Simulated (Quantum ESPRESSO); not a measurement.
Te2Mo under changes of volume

One of the cells (24.965 Å³/atom); the others are scaled copies at fixed shape and fractional positions:

```
Te Mo
1.0
     3.51820    0.00000    0.00000
    -1.75910    3.04685    0.00000
     0.00000    0.00000   13.97360
Te Mo
4 2
Direct
  0.66667 0.33333 0.37900
  0.33333 0.66667 0.87900
  0.66667 0.33333 0.12100
  0.33333 0.66667 0.62100
  0.66667 0.33333 0.75000
  0.33333 0.66667 0.25000
```

| Item | Value |
| --- | --- |
| Program | Quantum ESPRESSO 7.5 |
| Functional | LDA |
| Potentials or basis | GBRV 1.5 LDA |
| Cutoff | 612 eV |
| Density cutoff | 4898 eV |
| k mesh | 9 × 9 × 2 |
| Occupations | fermi-dirac, width 0.05 eV |
| Spin | no spin polarisation |

| volume (Å³/atom) | energy over the lowest point (meV/atom) | pressure (GPa) | gap on the mesh (eV) |
| --- | --- | --- | --- |
| 23.467 | ? | ? | ? |
| 23.966 | 4.38 | 2.5 | 0.67 |
| 24.466 | 0.00 | 0.1 | 0.69 |
| 24.965 | 2.77 | -2.1 | 0.70 |
| 25.464 | 11.88 | -4.0 | 0.72 |
| 25.963 | 26.66 | -5.7 | 0.73 |
| 26.463 | 46.51 | -7.2 | 0.74 |

What does the run at 23.467 Å³/atom give?

Energy over the lowest point 16.74 meV/atom; pressure 5.2 GPa; gap on the mesh 0.65 eV.

Worked out: A Birch-Murnaghan fit of order 3 (a polynomial in V^(-2/3)) to the other rows has its minimum at 24.51 Å³/atom with B0 = V·E''(V) = 111 GPa and B' = 4.7 at fixed shape and positions, which overstates the stiffness. It gives 16.77 meV/atom at 23.467 Å³/atom, against the run's 16.74, and -dE/dV = 5.4 GPa, against 5.2. A straight line through the other rows of the gap, of slope 0.707 eV per unit of ln V, extrapolates to 0.66 eV, against the run's 0.65.

Energies are extrapolated to zero smearing.

Caveats: spin-orbit coupling is left out, which moves the levels of the heavy elements; an odd mesh through Γ misses points on the zone boundary, where band edges often lie.
